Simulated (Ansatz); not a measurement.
# ZnSe (Stilleite) (F-43m) in Ansatz: notebook

Aim: see how the results for ZnSe (Stilleite) move with the level of theory and the settings. Levels: BLYP, PBE. Tasks: relaxation of cell and atoms, single point.

Program: Ansatz 0.2.0. These are calculated values, not measurements. Logs are shortened: lines on timing, memory, paths and dates and some standing lists are left out, and cuts for length are marked.

**The experiment to reproduce.**

“Alloy Disordering Effects on the Thermal Conductivity and Energy Gap Temperature Dependence of Cd1−xZnxSe Ternary Crystals Grown by the Bridgman Method”, 2023, pmc:10253836 reports, for a bulk crystal of ZnSe at 300 K: band gap 2.695 ± 0.003 eV (an exciton energy, a little under the gap).

The runs below are set against these values where they give the same quantity.

**1. Starting point**

Symmetry: F-43m, No. 216, cubic system. The conventional cell has a = 5.668 Å, b = 5.668 Å, c = 5.668 Å, α = 90.00°, β = 90.00°, γ = 90.00°. Se (site symmetry -43m) has 4 Zn at 2.45 Å as nearest neighbours. Around Zn (site symmetry -43m) lie 4 Se at 2.45 Å.

**2. Relaxation of cell and atoms, BLYP**

input.yaml reads:

```yaml
crystal:
  lattice:
    - [0.0, 2.8338, 2.8338]
    - [2.8338, 0.0, 2.8338]
    - [2.8338, 2.8338, 0.0]
  atoms:
    - { symbol: Se, position: [0.75, 0.75, 0.75] }
    - { symbol: Zn, position: [0.0, 0.0, 0.0] }
hamiltonian:
  xc: blyp
  pseudopotentials: { kind: paw }
kpoints:
  mp_grid: { grid: [8, 8, 8] }
scf:
  occupations: { method: fermi_dirac, width: 0.05 }
output:
  forces: true
  stress: true
relax:
  f_tol: 0.01
  max_steps: 40
  cell: { stress_tol: 0.05 }
```

Potentials or basis: Ansatz PAW.

Launch:

```sh
> ansatz run input.yaml --threads 2 --pin off --max-ram 5632MiB --backend cpu --events-out ev --progress --plain --runs-dir out
```

The program printed:

```text
Warning: RAYON_NUM_THREADS=2 ignored (pool sized by the plan → 2); use --threads N
Engine: ansatz 0.2.0, x86_64-unknown-linux-gnu
Pseudopotentials: kind: paw
Pseudopotential: Se, paw, valence charge 16, recommended cutoff 420 eV (normal), Se.paw.azcp
Pseudopotential: Zn, paw, valence charge 12, recommended cutoff 420 eV (normal), Zn.paw.azcp
Functional definition: BLYP
  parameter beta = 0.0042
  parameter a = 0.04918
  parameter b = 0.132
  parameter c = 0.2533
  parameter d = 0.349
  exchange = b88_x(beta = beta)
  correlation = lyp_c(a = a, b = b, c = c, d = d)
Crystal: 2 atoms, lattice volume = 45.513 Å³
Basis set: ecut = 420 eV, 893 PW (Γ), exchange–correlation on 54×54×54 points (8 copies of the dense FFT grid, shifted against one another)
Bands: 18, of which v1, the nominal top of the filled ones, is band 14 counted from 1 (13 counted from 0)
Symmetry: 24 space group operations
Space group: F-43m (ITA 216), of the structure as read, at distance tolerance 3.6e-5 Å
k-points: 29 of 512 (time reversal used)
Non-local potential: Se, projectors of the file, l = 0: 2, l = 1: 2, l = 2: 3, l = 3: 1
Non-local potential: Zn, projectors of the file, l = 0: 2, l = 1: 2, l = 2: 3, l = 3: 1
PAW form: soft (Blöchl's): semilocal exchange-correlation on the pseudo side does not see the compensation charge
PAW frozen core: Se, regenerated for the run's functional, and the local potential with it (the file was generated under x = pbe(κ = 0.804, μ = 0.2195149727645171), c = pbe(β = 0.06672455060314922))
PAW frozen core: Zn, regenerated for the run's functional, and the local potential with it (the file was generated under x = pbe(κ = 0.804, μ = 0.2195149727645171), c = pbe(β = 0.06672455060314922))
PAW one-centre angular grid: Se, 590 points (default); XC on 64 Gauss nodes
PAW one-centre angular grid: Zn, 590 points (default); XC on 64 Gauss nodes
Initial density: superposition of atomic densities (neutral atoms: chi_scale 0, normalization atom), corrected by the library's trained network
Initial wavefunctions: pseudopotential atomic-orbital guess
Functional: x = b88, c = lyp
[... 39 lines left out ...]
SCF iter   3: F=—  HF=-8810.212545 eV  |F-HF|=—  |Δ(HF+E_count)|=   4.13e-7  Δρ=3.08e-5  dr2=5.41e-7  ethr=8.38e-9  ⟨swp⟩=2.0  Hψ=752  notcnv=0
SCF iter   4: F=-8810.212545 eV  HF=-8810.212545 eV  |F-HF|=1.11e-9  |Δ(HF+E_count)|=   1.82e-7  Δρ=7.51e-6  dr2=1.54e-8  ethr=3.31e-10  ⟨swp⟩=3.8  Hψ=2263  notcnv=0
SCF 4 converged in 4 iterations: F = -8810.212545 eV  dr2 = 1.54e-8
relax step   4: F+E_penalty+E_count = -8810.21254512 eV  Δ(F+E_penalty+E_count) = -7.564e-5 eV  max|allowed force component| = 8.616e-17 eV/Å  Δτ_max = 0.0000 Å  P = +0.004 GPa  Ω = 49.885 Å³  energy of the carried Pulay correction = -9.963e-4 eV  (4 SCF iters, dr2 threshold 9.27e-8 eV, accepted)
Basis set: ecut = 420 eV, 941 PW (Γ), exchange–correlation on 60×60×60 points (8 copies of the dense FFT grid, shifted against one another)
Initial wavefunctions: pseudopotential atomic-orbital guess (no wavefunctions were taken with the density)
iter 1 solved again at ethr=1.74e-7 eV; its pass at ethr=3.10e-3 eV (dr2=4.86e-5 eV) is discarded
SCF iter   1: F=—  HF=-8810.196082 eV  |F-HF|=—  |Δ(HF+E_count)|=         —  Δρ=1.16e-3  dr2=1.79e-5  ethr=1.74e-7  ⟨swp⟩=2.9  Hψ=3809  notcnv=0
preconditioner: auto → none  [insulator: Δε(μ)=0.856 eV  Ē_g=11.583 eV  σ=0.050 eV  W_gap=1.00  n_scr=14 (ndim 8)  ℏωp=22.3 eV  f_vac=0.150  D(μ)=0.00/eV (n_scr^D=0)  ε∞_Penn≈4.7]
SCF iter   2: F=—  HF=-8810.208388 eV  |F-HF|=—  |Δ(HF+E_count)|=   1.23e-2  Δρ=5.79e-4  dr2=4.27e-6  ethr=6.38e-8  ⟨swp⟩=2.3  Hψ=886  notcnv=0
SCF iter   3: F=—  HF=-8810.213419 eV  |F-HF|=—  |Δ(HF+E_count)|=   5.03e-3  Δρ=8.04e-5  dr2=5.82e-7  ethr=1.53e-8  ⟨swp⟩=2.5  Hψ=896  notcnv=0
SCF iter   4: F=—  HF=-8810.213499 eV  |F-HF|=—  |Δ(HF+E_count)|=   8.04e-5  Δρ=3.36e-5  dr2=1.23e-7  ethr=2.08e-9  ⟨swp⟩=2.0  Hψ=789  notcnv=0
SCF iter   5: F=—  HF=-8810.213509 eV  |F-HF|=—  |Δ(HF+E_count)|=   1.03e-5  Δρ=1.10e-5  dr2=1.10e-8  ethr=4.41e-10  ⟨swp⟩=2.0  Hψ=754  notcnv=0
SCF iter   6: F=—  HF=-8810.213511 eV  |F-HF|=—  |Δ(HF+E_count)|=   1.64e-6  Δρ=2.26e-6  dr2=4.98e-10  ethr=3.92e-11  ⟨swp⟩=2.0  Hψ=784  notcnv=0
SCF iter   7: F=—  HF=-8810.213511 eV  |F-HF|=—  |Δ(HF+E_count)|=   6.81e-8  Δρ=3.80e-7  dr2=5.36e-11  ethr=1.78e-12  ⟨swp⟩=2.0  Hψ=784  notcnv=0
SCF iter   8: F=-8810.213511 eV  HF=-8810.213511 eV  |F-HF|=9.09e-12  |Δ(HF+E_count)|=  7.40e-10  Δρ=4.66e-8  dr2=8.13e-13  ethr=1.00e-12  ⟨swp⟩=5.7  Hψ=2218  notcnv=0
SCF 5 converged in 8 iterations: F = -8810.213511 eV  dr2 = 8.13e-13
relax step   5: F+E_penalty+E_count = -8810.21351117 eV  Δ(F+E_penalty+E_count) = -9.661e-4 eV  max|allowed force component| = 7.633e-17 eV/Å  Δτ_max = 0.0000 Å  P = +0.004 GPa  Ω = 49.885 Å³  stress off target by 3.67e-3 GPa  SCF on the basis re-selected at this cell (its energy is not comparable with the rows above)  (8 SCF iters)
basis re-selected at this cell: Δ(F+E_penalty+E_count) = -9.661e-4 eV, ΔP = -0.000 GPa vs the last step (what re-selecting the basis moved, of the pressure what is left beyond the Pulay correction that the steps carried, after the strain that the cell walked since its last selection, with what the two solves' SCF thresholds leave and, on support functions, any second-order correction that the steps lacked; it is no measure of the basis error at this ecutwfc). The dense FFT grid was sized anew with the basis: this SCF ran on 30×30×30 points, the steps before it on 27×27×27, so part of this shift can come from that change (see relax.cell in the input reference). This SCF's stress stands 3.67e-3 GPa from its target on what of the cell is left free (relax.cell.stress_tol is 5.00e-2 GPa) and its largest allowed force component is 7.63e-17 eV/Å (relax.f_tol is 1.00e-2 eV/Å): within both
SCF converged after 8 iterations
Free energy (F): -8810.213511 eV
Harris-Foulkes:  -8810.213511 eV  (|F-HF|=9.09e-12)
Internal energy: -8810.213510 eV  (E = F + TS)
E sigma→0 (E₀):  -8810.213510 eV
Entropy (-TS):   -0.000002 eV (-0.001 meV/atom)
Fermi energy:    6.411643 eV
--- Per-component energies (eV) ---
  E_band       = -399.296323
  E_kinetic    = 249.703822
  E_local      = -4526.263432  (includes V_loc(G=0)·N_el)
  E_nonlocal   = 13.298506
  E_hartree    = 2094.197288
  E_xc         = -238.387635
  E_vxc        = -145.828361  (∫ρ·V_xc dr)
  E_paw        = -3763.942256  (= ΣΔE_a)
  E_vpaw       = -178.600470  (= ΣTr[D̂ρ^β])
  E_aug_tail   = -0.000979  (compensation charges beyond the density's cutoff)
  E_ewald      = -2639.014557
  E_core_change = 0.195733  (= ΣΔE_core)
  E_smearing   = -0.000002  (= −TS)
  E_closure    = -0.000000  (closes the sum)
  Σ components = -8810.213511   (vs F -8810.213511, Δ=0.00e0)
--- Forces (eV/Å), atoms counted from 1 ---
  atom   1  Se    -0.00000000    -0.00000000    -0.00000000
  atom   2  Zn    -0.00000000     0.00000000     0.00000000
  max |Σ_I F_I| component: 1.06e-16 eV/Å
--- Stress (GPa, compression-positive) ---
        0.003670      -0.000000      -0.000000
        0.000000       0.003670       0.000000
        0.000000       0.000000       0.003670
  P = ⅓ Tr σ = 0.0037 GPa (0.037 kbar)
--- Relaxed structure (4 steps of the walk, 4 accepted, 1 SCFs on fresh bases) ---
  F+E_penalty+E_count = -8810.21351117 eV   max|allowed force component| = 7.633e-17 eV/Å   (the final SCF, on the basis selected at the relaxed cell)
  cell:  # Å, volume = 49.8851 Å³
    - [7.016981301166254e-34, 2.921775408846618, 2.921775408846618]
    - [2.921775408846618, 5.5417592464619276e-33, 2.921775408846618]
    - [2.921775408846618, 2.921775408846618, 4.331608398363274e-33]
  atoms:
    - { symbol: Se, position: [0.75, 0.75, 0.75] }
    - { symbol: Zn, position: [6.371512890334651e-34, -7.2493657774474254e-34, -6.796280416356961e-34] }
```

Wall time 12 s (2 threads of Intel Xeon at 2.70GHz, shared host); peak memory 0.39 GiB.

What came out:

* Free energy: -8810.2135 eV
* Relaxed volume: 24.94 Å³/atom
* Relaxed cell: a = 4.132 Å, b = 4.132 Å, c = 4.132 Å, α = 60.00°, β = 60.00°, γ = 60.00°
* Space group after relaxing (to 0.05 Å): F-43m (No. 216)
* Energy gained by relaxing: 34.4 meV/atom
* Ionic steps: 5
* Pressure after relaxing: 0.0 GPa
* Band gap on the k mesh: 0.86 eV

The path:
| step | energy change (eV) | largest force (eV/Å) | volume (Å³) |
| --- | --- | --- | --- |
| 1 | 0.0000 | 0.0000 | 45.51 |
| 2 | -0.0626 | 0.0000 | 48.58 |
| 3 | -0.0677 | 0.0000 | 49.69 |
| 4 | -0.0678 | 0.0000 | 49.89 |
| 5 | -0.0688 | 0.0000 | 49.89 |

Final structure:
```
Se Zn
1.0
     0.00000    2.92178    2.92178
     2.92178    0.00000    2.92178
     2.92178    2.92178    0.00000
Se Zn
1 1
Direct
  0.75000 0.75000 0.75000
  0.00000 0.00000 0.00000
```

Caveat: the plane-wave basis is chosen anew once the cell has moved, so the energies of steps on either side of that aren't comparable; the PAW data sets come from PBE, with cores solved anew for the run's functional, which leaves a small shift of forces and pressure. A k mesh can miss the band edges.

**3. Single point, PBE**

input.yaml reads:

```yaml
crystal:
  lattice:
    - [0.0, 2.8338, 2.8338]
    - [2.8338, 0.0, 2.8338]
    - [2.8338, 2.8338, 0.0]
  atoms:
    - { symbol: Se, position: [0.75, 0.75, 0.75] }
    - { symbol: Zn, position: [0.0, 0.0, 0.0] }
hamiltonian:
  xc: pbe
  pseudopotentials: { kind: paw }
kpoints:
  mp_grid: { grid: [8, 8, 8] }
scf:
  occupations: { method: gaussian, width: 0.012 }
output:
  forces: true
  stress: true
  eigenvalues: true
  write_density: true
  write_potential: true
  elf: true
  volumetric_format: npy
```

Potentials or basis: Ansatz PAW.

Launch:

```sh
> ansatz run input.yaml --threads 2 --pin off --max-ram 5632MiB --backend cpu --events-out ev --progress --plain --runs-dir out
```

Wall time 2.9 s (2 threads of Intel Xeon at 2.70GHz, shared host); peak memory 0.36 GiB.

Results (log left out):

```
Free energy            : -8789.5263 eV
Pressure               : 2.1 GPa
Band gap on the k mesh : 1.29 eV, direct
```

Levels at points of the mesh, in eV from the valence-band top:
```tsv
k point	band 11	band 12	band 13	band 14	band 15	band 16	band 17	band 18
(0.00, 0.00, 0.00)	-6.17	0.00	0.00	0.00	1.29	5.81	5.81	5.81
(0.00, 0.00, -0.50)	-6.01	-5.23	-0.87	-0.87	2.55	6.39	6.39	8.57
(0.00, -0.50, -0.50)	-5.99	-4.75	-2.18	-2.18	2.99	3.47	10.73	11.25
```

**4. Single point, PBE**

Edit input.yaml of step 3 so:

```diff
@@ -14,3 +14,3 @@
 scf:
-  occupations: { method: gaussian, width: 0.012 }
+  occupations: { method: gaussian, width: 0.011 }
 output:
@@ -19,5 +19 @@
   eigenvalues: true
-  write_density: true
-  write_potential: true
-  elf: true
-  volumetric_format: npy
```

Launch:

```sh
> ansatz run input.yaml --threads 2 --pin off --max-ram 5632MiB --backend cpu --events-out ev --progress --plain --runs-dir out
```

Wall time 2.2 s (2 threads of Intel Xeon at 2.70GHz, shared host); peak memory 0.35 GiB.

Results (log left out):

| Quantity | Value |
| --- | --- |
| Free energy | -8789.5263 eV |
| Pressure | 2.1 GPa |
| Band gap on the k mesh | 1.29 eV, direct |

Levels at points of the mesh, in eV from the valence-band top:
```
             k point  band 10  band 11  band 12  band 13  band 14  band 15  band 16  band 17  band 18
  (0.00, 0.00, 0.00)    -6.17    -6.17     0.00     0.00     0.00     1.29     5.81     5.81     5.81
 (0.00, 0.00, -0.50)    -6.15    -6.01    -5.23    -0.87    -0.87     2.55     6.39     6.39     8.57
(0.00, -0.50, -0.50)    -6.12    -5.99    -4.75    -2.18    -2.18     2.99     3.47    10.73    11.25
```

**5. Relaxation of cell and atoms, PBE**

Edit input.yaml of step 4 so:

```diff
@@ -14,3 +14,3 @@
 scf:
-  occupations: { method: gaussian, width: 0.011 }
+  occupations: { method: fermi_dirac, width: 0.05 }
 output:
@@ -18,2 +18,9 @@
   stress: true
-  eigenvalues: true
+  write_density: true
+  write_potential: true
+  elf: true
+  volumetric_format: npy
+relax:
+  f_tol: 0.01
+  max_steps: 40
+  cell: { stress_tol: 0.05 }
```

Launch:

```sh
> ansatz run input.yaml --threads 2 --pin off --max-ram 5632MiB --backend cpu --events-out ev --progress --plain --runs-dir out
```

Wall time 12 s (2 threads of Intel Xeon at 2.70GHz, shared host); peak memory 0.39 GiB.

Results (log left out):

```yaml
Free_energy: -8789.5364 eV
Relaxed_volume: 23.54 Å³/atom
Relaxed_cell: a = 4.053 Å, b = 4.053 Å, c = 4.053 Å, α = 60.00°, β = 60.00°, γ = 60.00°
Space_group_after_relaxing_to_0.05_Å: F-43m (No. 216)
Energy_gained_by_relaxing: 5.0 meV/atom
Ionic_steps: 4
Pressure_after_relaxing: 0.0 GPa
Band_gap_on_the_k_mesh: 1.15 eV, direct
```

The path:
| step | energy change (eV) | largest force (eV/Å) | volume (Å³) |
| --- | --- | --- | --- |
| 1 | 0.0000 | 0.0000 | 45.51 |
| 2 | -0.0090 | 0.0000 | 46.67 |
| 3 | -0.0096 | 0.0000 | 47.08 |
| 4 | -0.0101 | 0.0000 | 47.08 |

Final structure:
```yaml
crystal:
  lattice:
    - [0.00000, 2.86592, 2.86592]
    - [2.86592, 0.00000, 2.86592]
    - [2.86592, 2.86592, 0.00000]
  atoms:
    - { symbol: Se, position: [0.75000, 0.75000, 0.75000] }
    - { symbol: Zn, position: [0.00000, 0.00000, 0.00000] }
```

Levels at points of the mesh, in eV from the valence-band top:
| k point | band 11 | band 12 | band 13 | band 14 | band 15 | band 16 | band 17 | band 18 |
| --- | --- | --- | --- | --- | --- | --- | --- | --- |
| (0.00, 0.00, 0.00) | -6.08 | 0.00 | 0.00 | 0.00 | 1.15 | 5.82 | 5.82 | 5.82 |
| (0.00, 0.00, -0.50) | -5.94 | -5.01 | -0.82 | -0.82 | 2.49 | 6.39 | 6.39 | 8.47 |
| (0.00, -0.50, -0.50) | -5.92 | -4.60 | -2.07 | -2.07 | 3.06 | 3.46 | 10.49 | 11.02 |

Caveat: the plane-wave basis is chosen anew once the cell has moved, so the energies of steps on either side of that aren't comparable. Zero-point motion and thermal expansion aren't in these numbers.

**6. Overview**

| task | level | cell | smearing | gap on the mesh (eV) | pressure (GPa) | relaxed volume (Å³/atom) |
| --- | --- | --- | --- | --- | --- | --- |
| relaxation of cell and atoms | BLYP | relaxed | fermi-dirac 0.05 eV | 0.86 | 0.0 | 24.94 |
| single point | PBE | as given | gaussian 0.012 eV | 1.29 | 2.1 | - |
| single point | PBE | as given | gaussian 0.011 eV | 1.29 | 2.1 | - |
| relaxation of cell and atoms | PBE | relaxed | fermi-dirac 0.05 eV | 1.15 | 0.0 | 23.54 |

Alike in all rows: potentials or basis Ansatz PAW; no spin polarisation; k mesh 8 × 8 × 8; cutoff (eV) 420.

Caveats: the plane-wave basis is chosen anew once the cell has moved, so the energies of steps on either side of that aren't comparable (some runs); the PAW data sets come from PBE, with cores solved anew for the run's functional, which leaves a small shift of forces and pressure (some runs).

Absolute energies hang on the potentials; compare differences alone.

**7. Against experiment**

Step 3. Measured gap of ZnSe: 2.695 eV (an exciton energy, a little under the gap; 300 K; “Alloy Disordering Effects on the Thermal Conductivity and Energy Gap Temperature Dependence of Cd1−xZnxSe Ternary Crystals Grown by the Bridgman Method”, 2023, pmc:10253836). This calculation gives 1.29 eV (-1.41 eV). So large a miss can be the level of theory's own, or it may mean another phase, state or a wrong row. Spin-orbit coupling on Se is left out. The value is that of PBE, without temperature or zero-point motion. Semilocal functionals fall short of measured gaps as a rule.

Step 4. A measured gap of ZnSe is 2.695 eV (an exciton energy, a little under the gap; 300 K; “Alloy Disordering Effects on the Thermal Conductivity and Energy Gap Temperature Dependence of Cd1−xZnxSe Ternary Crystals Grown by the Bridgman Method”, 2023, pmc:10253836); the calculated 1.29 eV misses it by -1.41 eV. So large a miss can be the level of theory's own, or it may mean another phase, state or a wrong row. Spin-orbit coupling on Se is left out. The value is that of PBE, without temperature or zero-point motion. Semilocal functionals fall short of measured gaps as a rule.
